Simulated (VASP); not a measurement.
# BeSe (F-43m) in VASP: notebook, part 2 of 2

VASP 6.6.1. The steps go on from the part before.

### 4 Single point, PBEsol (the perfect crystal in a cell of 32 atoms)

The input, INCAR:

```
SYSTEM = BeSe
ALGO     = Fast           ! electronic algorithm
EDIFF    = 1E-6           ! SCF threshold, eV
ENCUT    = 520            ! plane-wave cutoff, eV
GGA      = PS             ! functional
ISIF     = 2              ! what is computed and relaxed
ISMEAR   = 0              ! smearing method
LASPH    = .True.         ! aspherical terms in the spheres
LCHARG   = .False.        ! write CHGCAR
LREAL    = Auto         
LWAVE    = .False.        ! write WAVECAR
NBANDS   = 86             ! bands
NELM     = 100            ! most SCF steps
PREC     = Accurate       ! precision mode
SIGMA    = 0.01           ! smearing width, eV
```

The input, KPOINTS:

```
Automatic mesh
0
Gamma
  2 2 2
  0.5 0.5 0.5
```

The input, POSCAR:

```
BeSe
1.0
   -5.1287175262     -5.1287175262     -5.1287175262
   -5.1287175262      5.1287175262      5.1287175262
    5.1287175262      5.1287175262     -5.1287175262
Be Se
16 16
Direct
    0.7500000000      0.0000000000      0.2500000000
    0.5000000000      0.0000000000      0.5000000000
    0.2500000000      0.0000000000      0.7500000000
    0.7500000000      0.5000000000      0.7500000000
    0.7500000000      0.2500000000      0.0000000000
    0.5000000000      0.2500000000      0.2500000000
    0.2500000000      0.2500000000      0.5000000000
    0.0000000000      0.2500000000      0.7500000000
    0.0000000000      0.0000000000      0.0000000000
    0.7500000000      0.7500000000      0.5000000000
    0.5000000000      0.7500000000      0.7500000000
    0.5000000000      0.5000000000      0.0000000000
    0.2500000000      0.5000000000      0.2500000000
    0.0000000000      0.5000000000      0.5000000000
    0.2500000000      0.7500000000      0.0000000000
    0.0000000000      0.7500000000      0.2500000000
    0.5000000000      0.0000000000      0.2500000000
    0.2500000000      0.0000000000      0.5000000000
    0.0000000000      0.0000000000      0.7500000000
    0.5000000000      0.5000000000      0.7500000000
    0.5000000000      0.2500000000      0.0000000000
    0.2500000000      0.2500000000      0.2500000000
    0.0000000000      0.2500000000      0.5000000000
    0.7500000000      0.2500000000      0.7500000000
    0.7500000000      0.0000000000      0.0000000000
    0.5000000000      0.7500000000      0.5000000000
    0.2500000000      0.7500000000      0.7500000000
    0.2500000000      0.5000000000      0.0000000000
    0.0000000000      0.5000000000      0.2500000000
    0.7500000000      0.5000000000      0.5000000000
    0.0000000000      0.7500000000      0.0000000000
    0.7500000000      0.7500000000      0.2500000000
```

Potentials or basis: VASP PAW PBE potentials, release 64 (Be, Se).

Command:

```
$ cat potpaw_PBE.64/Be/POTCAR potpaw_PBE.64/Se/POTCAR > POTCAR
$ mpirun -np 1 vasp_std > vasp.out
```

OUTCAR:

```text
SYSTEM = BeSe
   EDIFF = 1E-6
   ENCUT = 520
   GGA = PS
   ISIF = 2
   ISMEAR = 0
   LASPH = .True.
   LREAL = Auto
   NELM = 100
   PREC = Accurate

 ion  position               nearest neighbor table
   1  0.750  0.000  0.250-  17 2.22  23 2.22  25 2.22  32 2.22
   2  0.500  0.000  0.500-  17 2.22  18 2.22  24 2.22  26 2.22
   3  0.250  0.000  0.750-  18 2.22  19 2.22  21 2.22  27 2.22
   4  0.750  0.500  0.750-  20 2.22  24 2.22  30 2.22  31 2.22
   5  0.750  0.250  0.000-  21 2.22  24 2.22  25 2.22  29 2.22
   6  0.500  0.250  0.250-  17 2.22  21 2.22  22 2.22  30 2.22
[... 24 lines left out ...]
  31  0.000  0.750  0.000-   4 2.22   9 2.22  15 2.22  16 2.22
[... 357 lines left out ...]
  Total        1.1266246      1.1266246      1.1266246     -0.0000000      0.0000000     -0.0000000
  in kB        3.3450568      3.3450568      3.3450568     -0.0000000      0.0000000     -0.0000000
  external PRESSURE =       3.3450568 kB  Pullay stress =       0.0000000 kB

 VOLUME and BASIS-vectors are now :
 -----------------------------------------------------------------------------
  energy-cutoff  :      520.00
  volume of cell :      539.62
      direct lattice vectors                 reciprocal lattice vectors
    -5.128717526 -5.128717526 -5.128717526    -0.097490259  0.000000000 -0.097490259
    -5.128717526  5.128717526  5.128717526    -0.097490259  0.097490259  0.000000000
     5.128717526  5.128717526 -5.128717526     0.000000000  0.097490259 -0.097490259

 POSITION                                       TOTAL-FORCE (eV/Angst)
 -----------------------------------------------------------------------------------
     -2.56436     -2.56436     -5.12872        -0.000000     -0.000000     -0.000000
      0.00000      0.00000     -5.12872        -0.000000     -0.000000     -0.000000
      2.56436      2.56436     -5.12872        -0.000000     -0.000000     -0.000000
     -2.56436      2.56436     -5.12872        -0.000000     -0.000000      0.000000
     -5.12872     -2.56436     -2.56436        -0.000000     -0.000000     -0.000000
     -2.56436      0.00000     -2.56436        -0.000000     -0.000000     -0.000000
[... 24 lines left out ...]
     -3.84654      3.84654      3.84654         0.000000      0.000000      0.000000
     -6.41090      1.28218     -1.28218         0.000000      0.000000      0.000000
 -----------------------------------------------------------------------------------
    total drift:                                0.000015     -0.000014      0.000014

  FREE ENERGIE OF THE ION-ELECTRON SYSTEM (eV)
  ---------------------------------------------------
  free  energy   TOTEN  =      -151.2146740780 eV

  energy  without entropy=     -151.2146740780  energy(sigma->0) =     -151.21467408
```

stdout:

```text
POSCAR found type information on POSCAR BeSe
 POSCAR found :  2 types and      32 ions
 scaLAPACK will be used
 -----------------------------------------------------------------------------
|                                                                             |
|                                                                             |
|     You enforced a specific xc type in the INCAR file but a different       |
|     I HOPE YOU KNOW WHAT YOU ARE DOING!                                     |
|                                                                             |
 -----------------------------------------------------------------------------

 LDA part: xc-table for (Slater+PW92), standard interpolation
 POSCAR, INCAR and KPOINTS ok, starting setup
 FFT: planning ... GRIDC
 FFT: planning ... GRID_SOFT
 FFT: planning ... GRID
 WAVECAR not read
 entering main loop
```

Wall time 2 min (1 thread of Intel Xeon 6975P-C (Granite Rapids), shared host); peak memory 0.71 GiB.

What came out:

```
Free energy            : -151.2147 eV
Pressure               : 0.3 GPa
Band gap on the k mesh : 3.47 eV
```

Levels at points of the mesh, in eV from the valence-band top:
```csv
k point,band 62,band 63,band 64,band 65,band 66,band 67
"(0.25, 0.25, 0.25)",-0.01,-0.01,-0.01,4.59,4.59,4.59
```

Caveat: the PAW data sets were made with another functional, which shifts forces and pressure a little. A k mesh can miss the band edges.

### 5 Summary

```csv
task,cell,k mesh,cutoff (eV),smearing,gap on the mesh (eV),pressure (GPa)
single point,"F-43m, 16.86 Å³/atom",8 × 8 × 8,520,gaussian 0.02 eV,2.45,0.3
relaxation of cell and atoms,relaxed,8 × 8 × 8,600,gaussian 0.02 eV,2.46,0.0
single point,the perfect crystal in a cell of 32 atoms,"2 × 2 × 2, shifted",520,gaussian 0.01 eV,3.47,0.3
```

Alike in all rows: level PBEsol; potentials or basis VASP PAW PBE potentials, release 64 (Be, Se); no spin polarisation.

Caveats: the PAW data sets were made with another functional, which shifts forces and pressure a little.

Absolute energies hang on the potentials; compare differences alone.
